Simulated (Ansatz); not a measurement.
The parent structure is GeO₂ in the rutile structure (space group P4_2/mnm, No. 136; a = 4.412 Å, c = 2.871 Å). Axes: x, y, z lie along a, b, c of the conventional cell.

Computed with Ansatz (a first-principles code), r2SCAN, PAW, cutoff 500 eV, spin-orbit coupling left out, earlier PAW set.

Before the change:

The gap character is direct at Γ and the electron mass is 0.23 mₑ along c, 0.28 mₑ across (at Γ). The hole mass comes out as 1.7 mₑ along c, 1.1 mₑ across (at Γ).

Perturbation: the cell is compressed by 2.95 % along z with no lateral relaxation; the atoms relax in the strained cell.

Problem. What does the calculation give for the gap character, electron mass and hole mass after the change?

Solution. The gap character is still direct at Γ; the electron mass changes from 0.23 mₑ along c, 0.28 mₑ across (at Γ) to 0.25 mₑ along z, 0.32 mₑ across (at Γ); the hole mass goes from 1.7 mₑ along c, 1.1 mₑ across (at Γ) to 1.9 mₑ along z, 1.1 mₑ across (at Γ).

Effective masses come from finite differences of ±0.01 Å⁻¹. Whether these cells are dynamically stable was not tested.
